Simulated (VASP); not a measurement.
ZnO: relaxation of cell and atoms with PBE

ZnO:

```xyz
4
Lattice="3.2493 0.0000 0.0000 -1.6247 2.8140 0.0000 0.0000 0.0000 5.2057" Properties=species:S:1:pos:R:3 pbc="T T T"
Zn    0.0000    1.8760    2.6029
Zn    1.6247    0.9380    0.0000
O     1.6247    0.9380    1.9730
O     0.0000    1.8760    4.5759
```

| Quantity | Value |
| --- | --- |
| Program | VASP 6.6.1 |
| Task | relaxation of cell and atoms |
| Functional | PBE |
| Potentials or basis | VASP PAW PBE potentials, release 64 (Zn, O) |
| Cutoff | 520 eV |
| k mesh | 12 × 12 × 6 |
| Occupations | gaussian, width 0.02 eV |
| Spin | no spin polarisation |
| Further INCAR settings | ALGO = Fast; EDIFF = 1e-07; AMIX = 0.2; IBRION = 2; EDIFFG = -0.002; NSW = 80; ISIF = 3 |

```
Relaxed volume                         : 12.41 Å³/atom
Relaxed cell                           : a = 3.287 Å, b = 3.287 Å, c = 5.304 Å, α = 90.00°, β = 90.00°, γ = 120.00°
Space group after relaxing (to 0.05 Å) : P6_3mc (No. 186)
Energy gained by relaxing              : 9.4 meV/atom
Ionic steps                            : 17
Pressure after relaxing                : 0.0 GPa
Band gap on the k mesh                 : 0.72 eV, direct
```

The path:
| step | energy change (eV) | largest force (eV/Å) | pressure (GPa) | volume (Å³) |
| --- | --- | --- | --- | --- |
| 1 | 0.0000 | 0.0740 | 5.98 | 47.60 |
| 2 | -0.0279 | 0.0275 | -2.79 | 50.73 |
| 3 | -0.0376 | 0.0009 | -0.01 | 49.63 |
| 4 | -0.0375 | 0.0020 | -0.11 | 49.67 |
| 5 | -0.0376 | 0.0101 | -0.03 | 49.62 |
| 6 | -0.0376 | 0.0135 | 0.14 | 49.59 |
| 7 | -0.0376 | 0.0121 | 0.03 | 49.61 |
| 8 | -0.0376 | 0.0121 | 0.08 | 49.60 |
| 9 | -0.0377 | 0.0108 | 0.00 | 49.62 |
| 10 | -0.0377 | 0.0100 | -0.02 | 49.63 |
| 11 | -0.0377 | 0.0085 | -0.08 | 49.65 |
| 12 | -0.0377 | 0.0097 | -0.02 | 49.64 |
| 13 | -0.0377 | 0.0013 | 0.00 | 49.63 |
| 14 | -0.0377 | 0.0006 | -0.01 | 49.63 |
| 15 | -0.0377 | 0.0003 | -0.03 | 49.63 |
| 16 | -0.0377 | 0.0005 | 0.06 | 49.61 |
| 17 | -0.0377 | 0.0002 | 0.00 | 49.62 |

Final structure:
```cif
data_structure
_symmetry_space_group_name_H-M 'P 1'
_symmetry_Int_Tables_number 1
_cell_length_a 3.2867
_cell_length_b 3.2867
_cell_length_c 5.3043
_cell_angle_alpha 90.000
_cell_angle_beta 90.000
_cell_angle_gamma 120.000
_cell_volume 49.62
loop_
_atom_site_label
_atom_site_type_symbol
_atom_site_fract_x
_atom_site_fract_y
_atom_site_fract_z
_atom_site_occupancy
Zn1 Zn 0.33333 0.66667 0.49996 1
Zn2 Zn 0.66667 0.33333 0.99996 1
O1 O 0.66667 0.33333 0.37905 1
O2 O 0.33333 0.66667 0.87905 1
```

Levels at points of the mesh, in eV from the valence-band top:
| k point | band 14 | band 15 | band 16 | band 17 | band 18 | band 19 | band 20 | band 21 | band 22 |
| --- | --- | --- | --- | --- | --- | --- | --- | --- | --- |
| (0.00, 0.00, 0.00) | -0.75 | -0.75 | -0.08 | 0.00 | 0.00 | 0.72 | 5.07 | 8.05 | 12.69 |
| (0.50, 0.00, 0.00) | -3.41 | -2.70 | -2.12 | -1.22 | -0.79 | 5.60 | 6.81 | 7.52 | 8.22 |
| (0.00, 0.00, 0.50) | -2.22 | -0.37 | -0.37 | -0.37 | -0.37 | 3.35 | 3.35 | 9.89 | 9.89 |
| (0.50, 0.00, 0.50) | -3.68 | -1.42 | -1.42 | -1.31 | -1.31 | 5.63 | 5.63 | 8.19 | 8.19 |

It took 3.7 min on 1 thread of Intel(R) Xeon(R) 6975P-C (Granite Rapids), with other jobs on the host, peak memory 0.21 GiB.

A hybrid or GW would open this gap; PBE tends to underestimate it. Zero-point motion and thermal expansion aren't in these numbers.
